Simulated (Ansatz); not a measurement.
Input for Ansatz (plane-wave DFT, PAW):

```yaml
crystal:
  lattice:
    - [3.1493538202, 0.0, 0.0]
    - [-1.5746769102, 2.7274204139, 0.0]
    - [0.0, 0.0, 3.54364478]
  atoms:
    - { symbol: Mg, position: [0.0, 0.0, 0.0] }
    - { symbol: B, position: [0.3333333333, 0.6666666667, 0.5] }
    - { symbol: B, position: [0.6666666667, 0.3333333333, 0.5] }
basis:
  ecutwfc: 420
kpoints:
  mp_grid: { grid: [15, 15, 12] }
hamiltonian:
  xc: pbe
scf:
  occupations: { method: gaussian, width: 0.1 }
output:
  forces: true
  stress: true
  eigenvalues: true
```

Run as
```bash
ansatz run input.yaml --threads 1 --pin off --max-ram 1331MiB --backend cpu --events-out ev --progress --plain --runs-dir out
```

Computed with Ansatz 0.2.0, DFT PBE, scalar-relativistic, plane waves, PAW.

Abridged output (iterations and final results):

```
SCF iter   1: F=—  HF=-2235.972857 eV  |F-HF|=—  |Δ(HF+E_count)|=         —  Δρ=1.28e-3  dr2=3.63e-4  ethr=1.77e-3  ⟨swp⟩=5.0  Hψ=11926  notcnv=0
SCF iter   2: F=—  HF=-2235.973637 eV  |F-HF|=—  |Δ(HF+E_count)|=   7.81e-4  Δρ=7.51e-4  dr2=1.36e-4  ethr=2.27e-6  ⟨swp⟩=2.7  Hψ=5346  notcnv=0
SCF iter   3: F=—  HF=-2235.973663 eV  |F-HF|=—  |Δ(HF+E_count)|=   2.59e-5  Δρ=1.46e-4  dr2=5.98e-6  ethr=8.49e-7  ⟨swp⟩=2.3  Hψ=2872  notcnv=0
SCF iter   4: F=—  HF=-2235.973694 eV  |F-HF|=—  |Δ(HF+E_count)|=   3.14e-5  Δρ=4.56e-5  dr2=2.19e-7  ethr=3.74e-8  ⟨swp⟩=2.8  Hψ=3647  notcnv=0
SCF iter   5: F=-2235.973694 eV  HF=-2235.973694 eV  |F-HF|=2.48e-8  |Δ(HF+E_count)|=   3.24e-8  Δρ=9.41e-6  dr2=2.39e-8  ethr=1.37e-9  ⟨swp⟩=2.2  Hψ=3557  notcnv=0
SCF iter   6: F=-2235.973694 eV  HF=-2235.973694 eV  |F-HF|=4.23e-9  |Δ(HF+E_count)|=   9.45e-9  Δρ=3.17e-6  dr2=4.78e-9  ethr=1.49e-10  ⟨swp⟩=2.1  Hψ=7703  notcnv=0
SCF 1 converged in 6 iterations: F = -2235.973694 eV  dr2 = 4.78e-9
SCF converged after 6 iterations
Free energy (F): -2235.973694 eV
Harris-Foulkes:  -2235.973694 eV  (|F-HF|=4.23e-9)
Internal energy: -2235.969489 eV  (E = F + TS)
E sigma→0 (E₀):  -2235.971592 eV
Entropy (-TS):   -0.004205 eV (-1.402 meV/atom)
Fermi energy:    8.709081 eV
--- Per-component energies (eV) ---
  E_band       = -301.654520
  E_kinetic    = 170.900811
  E_local      = -1542.116477  (includes V_loc(G=0)·N_el)
  E_nonlocal   = 117.814915
  E_hartree    = 548.878521
  E_xc         = -93.133674
  E_vxc        = -113.585464  (∫ρ·V_xc dr)
  E_paw        = -449.048600  (= ΣΔE_a)
  E_vpaw       = -32.424978  (= ΣTr[D̂ρ^β])
  E_aug_tail   = -0.000012  (compensation charges beyond the density's cutoff)
  E_ewald      = -989.264972
  E_smearing   = -0.004205  (= −TS)
--- Forces (eV/Å), atoms counted from 1 ---
  atom   1  Mg     0.00000000     0.00000000     0.00000000
  atom   2  B      0.00000000     0.00000000     0.00000000
  atom   3  B      0.00000000     0.00000000     0.00000000
--- Stress (GPa, compression-positive) ---
      -10.536095       0.000000       0.000000
        0.000000     -10.536095       0.000000
        0.000000       0.000000      -2.842565
  P = ⅓ Tr σ = -7.9716 GPa (-79.716 kbar)
--- Band table (eV; the first three rows and the last of 189) ---
  k-point 0: bands = ["-66.5496", "-33.2998", "-33.2998", "-33.2852", "-3.4068", "6.0308", "8.9727", "8.9727", "10.4950", "14.6653", "14.6653", "16.0359"]
  k-point 1: bands = ["-66.5496", "-33.2998", "-33.2998", "-33.2857", "-3.3474", "5.5420", "8.9961", "8.9961", "11.1221", "14.6881", "14.6881", "16.0451"]
  k-point 2: bands = ["-66.5496", "-33.2997", "-33.2997", "-33.2869", "-3.1740", "4.5294", "9.0612", "9.0612", "12.5474", "14.7519", "14.7519", "16.0714"]
  k-point 188: bands = ["-66.5467", "-33.3207", "-33.3207", "-33.2862", "2.4216", "2.4216", "3.7493", "6.7746", "6.7746", "12.0422", "19.8597", "19.9198"]
```

The run converged.